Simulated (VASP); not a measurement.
# Fe in VASP: notebook

The runs below take Fe through single point, relaxation of the atoms, with PBE.

Everything below comes from runs of VASP 6.6.1. Logs are shortened: lines on timing, memory, paths and dates and some standing lists are left out, and cuts for length are marked.

### 1 Starting point

The cell holds a slab with vacuum, 4 atoms: a = 2.829 Å, b = 2.829 Å, c = 19.244 Å, α = 90.00°, β = 90.00°, γ = 90.00°.

The slab is cut from a database's or a generator's crystal, which needn't be the stable form of the element.

### 2 Single point, PBE, collinear spin, ferromagnetic start

Input file INCAR:

```
SYSTEM = Fe
  ALGO = Normal
  AMIX = 0.2
  AMIX_MAG = 0.8
  BMIX = 1E-4
  BMIX_MAG = 1E-4
  DIPOL = 0.5 0.5 0.500
  EDIFF = 1E-6
  ENCUT = 520
  GGA = PE
  ICORELEVEL = 1
  IDIPOL = 3
  ISIF = 2
  ISMEAR = 1
  ISPIN = 2
  KPAR = 2
  LASPH = .True.
  LCHARG = .False.
  LDIPOL = .True.
  LMAXMIX = 4
  LORBIT = 11
  LREAL = .False.
  LVACPOTAV = .True.
  LVHAR = .True.
  LWAVE = .False.
  MAGMOM = 2.4 2.4 2.4 2.4
  NBANDS = 28
  NELM = 150
  PREC = Accurate
  SIGMA = 0.1
```

Input file KPOINTS:

```
k-points
0
Gamma
  14 14 1
  0 0 0
```

Input file POSCAR:

```
Fe
1.0
    2.8292640000      0.0000000000      0.0000000000
    0.0000000000      2.8292640000      0.0000000000
    0.0000000000      0.0000000000     19.2438960000
Fe
4
Direct
    0.5000000000      0.5000000000      0.3897339700
    0.0000000000      0.0000000000      0.4632446600
    0.5000000000      0.5000000000      0.5367553400
    0.0000000000      0.0000000000      0.6102660300
```

Potentials or basis: VASP PAW PBE potentials, release 64 (Fe).

The run is started by

```console
$ cat potpaw_PBE.64/Fe/POTCAR > POTCAR
$ mpirun -np 2 vasp_std > vasp.out
```

OUTCAR:

```text
SYSTEM = Fe
   AMIX = 0.2
   AMIX_MAG = 0.8
   EDIFF = 1E-6
   ENCUT = 520
   GGA = PE
   ISIF = 2
   ISMEAR = 1
   ISPIN = 2
   LASPH = .True.
   LORBIT = 11
   LREAL = .False.
   NELM = 150
   PREC = Accurate

 ion  position               nearest neighbor table
   1  0.500  0.500  0.390-   2 2.45   2 2.45   2 2.45   2 2.45   3 2.83
   2  0.000  0.000  0.463-   3 2.45   3 2.45   3 2.45   3 2.45   1 2.45   1 2.45   1 2.45   1 2.45
                             4 2.83
   3  0.500  0.500  0.537-   2 2.45   2 2.45   2 2.45   2 2.45   4 2.45   4 2.45   4 2.45   4 2.45
                             1 2.83
   4  0.000  0.000  0.610-   3 2.45   3 2.45   3 2.45   3 2.45   2 2.83

  LATTYP: Found a simple tetragonal cell.
 ALAT       =     2.8292640000
 C/A-ratio  =     6.8017321819

  Lattice vectors:

 A1 = (   2.8292640000,   0.0000000000,   0.0000000000)
 A2 = (   0.0000000000,   2.8292640000,   0.0000000000)
 A3 = (   0.0000000000,   0.0000000000,  19.2438960000)

Analysis of symmetry for initial positions (statically):
=====================================================================
 Subroutine PRICEL returns:
 Original cell was already a primitive cell.

 Routine SETGRP: Setting up the symmetry group for a
 simple tetragonal supercell.

 Subroutine GETGRP returns: Found 16 space group operations
 (whereof  8 operations were pure point group operations)
 out of a pool of 16 trial point group operations.

The static configuration has the point symmetry C_4v.
 The point group associated with its full space group is D_4h.

Analysis of symmetry for dynamics (positions and initial velocities):
=====================================================================
 Subroutine PRICEL returns:
 Original cell was already a primitive cell.

 Routine SETGRP: Setting up the symmetry group for a
 simple tetragonal supercell.

 Subroutine GETGRP returns: Found 16 space group operations
 (whereof  8 operations were pure point group operations)
 out of a pool of 16 trial point group operations.

The dynamic configuration has the point symmetry C_4v.
 The point group associated with its full space group is D_4h.

Analysis of structural, dynamic, and magnetic symmetry:
=====================================================================
 Subroutine PRICEL returns:
 Original cell was already a primitive cell.

 Routine SETGRP: Setting up the symmetry group for a
 simple tetragonal supercell.

 Subroutine GETGRP returns: Found 16 space group operations
 (whereof  8 operations were pure point group operations)
 out of a pool of 16 trial point group operations.

The overall configuration has the point symmetry C_4v.
 The point group associated with its full space group is D_4h.

 Subroutine INISYM returns: Found 16 space group operations
 (whereof  8 operations are pure point group operations),
 and found     1 'primitive' translations

----------------------------------------------------------------------------------------

                                     Primitive cell

  volume of cell :     154.0423

  direct lattice vectors                    reciprocal lattice vectors
     2.829264000  0.000000000  0.000000000     0.353448812  0.000000000  0.000000000
     0.000000000  2.829264000  0.000000000     0.000000000  0.353448812  0.000000000
     0.000000000  0.000000000 19.243896000     0.000000000  0.000000000  0.051964529

  length of vectors
     2.829264000  2.829264000 19.243896000     0.353448812  0.353448812  0.051964529

  position of ions in fractional coordinates (direct lattice)
     0.500000000  0.500000000  0.389733970
     0.000000000  0.000000000  0.463244660
     0.500000000  0.500000000  0.536755340
     0.000000000  0.000000000  0.610266030

  ion indices of the primitive-cell ions
   primitive index   ion index
                 1           1
                 2           2
                 3           3
                 4           4

----------------------------------------------------------------------------------------

 KPOINTS: k-points

Automatic generation of k-mesh.
 Grid dimensions read from file:
 generate k-points for:   14   14    1

 Generating k-lattice:

  Cartesian coordinates                     Fractional coordinates (reciprocal lattice)
     0.025246344  0.000000000  0.000000000     0.071428571  0.000000000  0.000000000
     0.000000000  0.025246344  0.000000000     0.000000000  0.071428571  0.000000000
     0.000000000  0.000000000  0.051964529     0.000000000  0.000000000  1.000000000

  Length of vectors
     0.025246344  0.025246344  0.051964529

  Shift w.r.t. Gamma in fractional coordinates (k-lattice)
     0.000000000  0.000000000  0.000000000

 Subroutine IBZKPT returns following result:
 ===========================================

 Found     36 irreducible k-points:

 Following reciprocal coordinates:
            Coordinates               Weight
  0.000000  0.000000  0.000000      1.000000
  0.071429  0.000000  0.000000      4.000000
  0.142857  0.000000  0.000000      4.000000
  0.214286  0.000000  0.000000      4.000000
  0.285714  0.000000  0.000000      4.000000
  0.357143  0.000000  0.000000      4.000000
[... 16 lines left out ...]
  0.285714  0.214286  0.000000      8.000000
  0.357143  0.214286  0.000000      8.000000
 [... further k-points ...]
   k-points           NKPTS =     36   k-points in BZ     NKDIM =     36   number of bands    NBANDS=     28
   number of dos      NEDOS =    301   number of ions     NIONS =      4
   total plane-waves  NPLWV =  82944
   dimension x,y,z NGX =    24 NGY =   24 NGZ =  144
   dimension x,y,z NGXF=    48 NGYF=   48 NGZF=  288
   ions per type =               4
   NGX,Y,Z   is equivalent  to a cutoff of  14.10, 14.10, 12.44 a.u.
   NGXF,Y,Z  is equivalent  to a cutoff of  28.20, 28.20, 24.88 a.u.
 SYSTEM =  Fe
   PREC   = accura    normal or accurate (medium, high low for compatibility)
   ISTART =      0    job   : 0-new  1-cont  2-samecut
   ICHARG =      2    charge: 1-file 2-atom 10-const
   ISPIN  =      2    spin polarized calculation?
   LNONCOLLINEAR =      F non collinear calculations
   LSORBIT =      F    spin-orbit coupling
   LASPH  =      T    aspherical Exc in radial PAW
   ENCUT  =  520.0 eV  38.22 Ry    6.18 a.u.   5.26  5.26 35.78*2*pi/ulx,y,z
   NELM   =    150;   NELMIN=  2; NELMDL= -5     # of ELM steps
   EDIFF  = 0.1E-05   stopping-criterion for ELM
   LREAL  =      F    real-space projection
   EDIFFG = 0.1E-04   stopping-criterion for IOM
   NSW    =      0    number of steps for IOM
   IBRION =     -1    ionic relax: 0-MD 1-quasi-New 2-CG
   NFREE  =      0    steps in history (QN), initial steepest desc. (CG)
   ISIF   =      2    stress and relaxation
   ISYM   =      2    0-nonsym 1-usesym 2-fastsym
   POTIM  = 0.5000    time-step for ionic-motion
   TEBEG  =    0.0;   TEEND  =   0.0 temperature during run
   PSTRESS=    0.0 pullay stress
   NELECT =      32.0000    total number of electrons
   NUPDOWN=      -1.0000    fix difference up-down
   EMIN   =  10.00;   EMAX   =-10.00  energy-range for DOS
   EFERMI =   0.00;   METHOD = LEGACY
   ISMEAR =     1;   SIGMA  =   0.10  broadening in eV -4-tet -1-fermi 0-gaus
   EFERMI_NEDOS =   21; number of points for ismear=-14 and -15
   IALGO  =     38    algorithm
   IMIX   =      4    mixing-type and parameters
     AMIX     =   0.20;   BMIX     =  0.00
     AMIX_MAG =   0.80;   BMIX_MAG =  0.00
  volume/ion in A,a.u.               =      38.51       259.88
  Fermi-wavevector in a.u.,A,eV,Ry     =   0.969568  1.832217 12.790316  0.940062
  Thomas-Fermi vector in A             =   2.099631
   LORBIT       =     11    0 simple, 1 ext, 2 COOP (PROOUT), +10 PAW based schemes
   GGA     = PE    functional components
   LHFCALC =     F    Hartree Fock is set to
   AEXX    =    0.0000 exact exchange contribution
   IVDW    =     0    specifies the selected vdW correction
   LEPSILON=     F    determine dielectric tensor
   LRPA    =     F    only Hartree local field effects (RPA)
 spin polarized calculation
 Methfessel and Paxton  Order N= 1 SIGMA  =   0.10
  energy-cutoff  :      520.00
  volume of cell :      154.04
 maximum number of plane-waves:      4207
 NGX is ok and might be reduce to    24
   NGX = 11   NGY = 11   NGZ = 71

 number of electron      32.0000016 magnetization       9.5383503

 dipolmoment           0.000000      0.000000     -0.000000 electrons x Angstroem

 number of electron      32.0000017 magnetization      10.9021719

 dipolmoment           0.000000      0.000000      0.000000 electrons x Angstroem

 Free energy of the ion-electron system (eV)
  ---------------------------------------------------
  ext. energy  EPLUGINS =         0.00000000
  ---------------------------------------------------
  free energy    TOTEN  =       -30.40808591 eV

  energy without entropy =      -30.40624347  energy(sigma->0) =      -30.40747176

 the core state eigenenergies are
   1-  1s  -6992.9185  2s   -813.9159  2p   -692.6695  3s    -87.9189  3p    -53.9977

   2-  1s  -6992.5805  2s   -813.7163  2p   -692.4590  3s    -87.5693  3p    -53.6468

   3-  1s  -6992.5805  2s   -813.7163  2p   -692.4590  3s    -87.5693  3p    -53.6468

   4-  1s  -6992.9185  2s   -813.9159  2p   -692.6695  3s    -87.9189  3p    -53.9977

 E-fermi :  -0.8588     XC(G=0):  -5.0324

 val. band max:       -0.8601742107   @ k =   0.4286   0.1429   0.0000
 cond. band min:      -0.8379628437   @ k =   0.3571   0.0714   0.0000
 fundamental gap:      0.0222113669
 Fermi energy:        -0.8587622935

 spin component 1

 k-point     1 :       0.0000    0.0000    0.0000
  band No.  band energies     occupation
      1      -8.6516      1.00000
      2      -6.6315      1.00000
      3      -5.5737      1.00000
      4      -5.5153      1.00000
      5      -5.2085      1.00000
      6      -4.7783      1.00000
[... 20 lines left out ...]
     27       3.5901      0.00000
     28       5.4916      0.00000

 k-point     2 :       0.0714    0.0000    0.0000
  band No.  band energies     occupation
      1      -8.5498      1.00000
      2      -6.5498      1.00000
      3      -5.5375      1.00000
      4      -5.4653      1.00000
      5      -5.1685      1.00000
      6      -4.7567      1.00000
[... 674 lines left out ...]
 k-point    24 :       0.3571    0.2143    0.0000
  band No.  band energies     occupation
      1      -5.9401      1.00000
      2      -5.0496      1.00000
      3      -4.7913      1.00000
      4      -4.7720      1.00000
      5      -4.5232      1.00000
      6      -4.3237      1.00000
[... 20 lines left out ...]
     27       5.7884      0.00000
     28       6.3900      0.00000

 [... further k-points ...]

 spin component 2

 k-point     1 :       0.0000    0.0000    0.0000
  band No.  band energies     occupation
      1      -8.4067      1.00000
      2      -6.1923      1.00000
      3      -3.9854      1.00000
      4      -3.6381      1.00000
      5      -3.5227      1.00000
      6      -2.3682      1.00000
[... 20 lines left out ...]
     27       3.9976      0.00000
     28       5.8962      0.00000

 k-point     2 :       0.0714    0.0000    0.0000
  band No.  band energies     occupation
      1      -8.3038      1.00000
      2      -6.1035      1.00000
      3      -3.9220      1.00000
      4      -3.5822      1.00000
      5      -3.4909      1.00000
      6      -2.3752      1.00000
[... 674 lines left out ...]
 k-point    24 :       0.3571    0.2143    0.0000
  band No.  band energies     occupation
      1      -5.4030      1.00000
      2      -3.8575      1.00000
      3      -3.1332      1.00000
      4      -3.0369      1.00000
      5      -2.5314      1.00000
      6      -2.2791      1.00000
[... 20 lines left out ...]
     27       6.1599      0.00000
     28       6.8168      0.00000

 [... further k-points ...]

------------------------ aborting loop because EDIFF is reached ----------------------------------------

  FORCE on cell =-STRESS in cart. coord.  units (eV):
  Direction    XX          YY          ZZ          XY          YZ          ZX
  --------------------------------------------------------------------------------------
  -------------------------------------------------------------------------------------
  Total       -1.6703340     -1.6703340      0.8002243      0.0000000      0.0000000      0.0000000
  in kB      -17.3729657    -17.3729657      8.3230475      0.0000000      0.0000000      0.0000000
  external PRESSURE =      -8.8076280 kB  Pullay stress =       0.0000000 kB

 VOLUME and BASIS-vectors are now :
 -----------------------------------------------------------------------------
  energy-cutoff  :      520.00
  volume of cell :      154.04
      direct lattice vectors                 reciprocal lattice vectors
     2.829264000  0.000000000  0.000000000     0.353448812  0.000000000  0.000000000
     0.000000000  2.829264000  0.000000000     0.000000000  0.353448812  0.000000000
     0.000000000  0.000000000 19.243896000     0.000000000  0.000000000  0.051964529

 POSITION                                       TOTAL-FORCE (eV/Angst)
 -----------------------------------------------------------------------------------
      1.41463      1.41463      7.50000        -0.000000     -0.000000     -0.007815
      0.00000      0.00000      8.91463        -0.000000      0.000000     -0.540773
      1.41463      1.41463     10.32926         0.000000      0.000000      0.540773
      0.00000      0.00000     11.74390        -0.000000      0.000000      0.007815
 -----------------------------------------------------------------------------------
    total drift:                                0.000000     -0.000000      0.000000

  FREE ENERGIE OF THE ION-ELECTRON SYSTEM (eV)
  ---------------------------------------------------
  free  energy   TOTEN  =       -30.4080859109 eV

  energy  without entropy=      -30.4062434671  energy(sigma->0) =      -30.40747176

 vacuum level on the upper side and lower side of the slab         3.117         3.117

 total charge

# of ion       s       p       d       tot
------------------------------------------
    1        0.453   0.336   6.141   6.930
    2        0.487   0.528   6.262   7.277
    3        0.487   0.528   6.262   7.277
    4        0.453   0.336   6.141   6.930
--------------------------------------------------
tot          1.880   1.728  24.806  28.414

 magnetization (x)

# of ion       s       p       d       tot
------------------------------------------
    1        0.007  -0.007   2.938   2.937
    2       -0.016  -0.057   2.462   2.389
    3       -0.016  -0.057   2.462   2.389
    4        0.007  -0.007   2.938   2.937
--------------------------------------------------
tot         -0.018  -0.129  10.799  10.651
```

It took 2.6 min on 2 MPI ranks of Intel Xeon Platinum 8488C (Sapphire Rapids), shared host; peak memory 0.44 GiB.

What came out:

* Free energy: -30.4081 eV
* Largest force: 0.541 eV/Å
* Band gap on the k mesh: none (metal or under the smearing width)
* Net moment: 10.90 μB per cell
* Site moments: Fe +2.94, +2.39 μB
* Valence electrons inside the program's atomic spheres: Fe 6.93, 7.28
* Work function of the upper face: 3.98 eV
* Work function of the lower face: 3.98 eV

Forces on the atoms (eV/Å):
```
Fe   0.000  0.000 -0.008
Fe   0.000  0.000 -0.541
Fe   0.000  0.000  0.541
Fe   0.000  0.000  0.008
```

Core levels (eV, on the scale of the bands):
```csv
atom,levels
1 Fe,"1s -6992.9, 2s -813.9, 2p -692.7, 3s -87.9, 3p -54.0"
2 Fe,"1s -6992.6, 2s -813.7, 2p -692.5, 3s -87.6, 3p -53.6"
3 Fe,"1s -6992.6, 2s -813.7, 2p -692.5, 3s -87.6, 3p -53.6"
4 Fe,"1s -6992.9, 2s -813.9, 2p -692.7, 3s -87.9, 3p -54.0"
```

(Part 1 of 2 ends here.)
